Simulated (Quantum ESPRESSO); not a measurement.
# BeTe under changes of volume

One of the cells (21.254 Å³/atom); the others are scaled copies at fixed shape and fractional positions:

```
Te Be
1.0
     0.00000    2.77000    2.77000
     2.77000    0.00000    2.77000
     2.77000    2.77000    0.00000
Te Be
1 1
Direct
  0.75000 0.75000 0.75000
  0.00000 0.00000 0.00000
```

```yaml
Program: Quantum ESPRESSO 7.5
Functional: PBE
Dispersion: D3(BJ)
Potentials_or_basis: PseudoDojo 0.4.1 SR PBE standard
Cutoff: 1197 eV
Density_cutoff: 4789 eV
k_mesh: 8 × 8 × 8
Occupations: fermi-dirac, width 0.05 eV
Spin: no spin polarisation
```

| volume (Å³/atom) | energy over the lowest point (meV/atom) | pressure (GPa) | gap on the mesh (eV) |
| --- | --- | --- | --- |
| 19.979 | 36.92 | 6.7 | 1.70 |
| 20.404 | 21.37 | 5.0 | 1.76 |
| 20.829 | 10.31 | 3.4 | 1.81 |
| 21.254 | ? | ? | ? |
| 21.679 | 0.00 | 0.6 | 1.92 |
| 22.104 | 0.04 | -0.6 | 1.96 |
| 22.529 | 3.10 | -1.7 | 2.01 |

Task: What does the run at 21.254 Å³/atom give?

Result: Energy over the lowest point 3.31 meV/atom; pressure 1.9 GPa; gap on the mesh 1.87 eV.

Worked out: A Birch-Murnaghan fit of order 3 (a polynomial in V^(-2/3)) to the other rows has its minimum at 21.89 Å³/atom with B0 = V·E''(V) = 62 GPa and B' = 4.0. It gives 3.31 meV/atom at 21.254 Å³/atom, against the run's 3.31, and -dE/dV = 1.9 GPa, against 1.9. A straight line through the other rows of the gap, of slope 2.57 eV per unit of ln V, gives 1.86 eV, against the run's 1.87.

Energies are extrapolated to zero smearing.

Caveats: spin-orbit coupling is left out, which moves the levels of the heavy elements.

A mesh can miss the band edges.
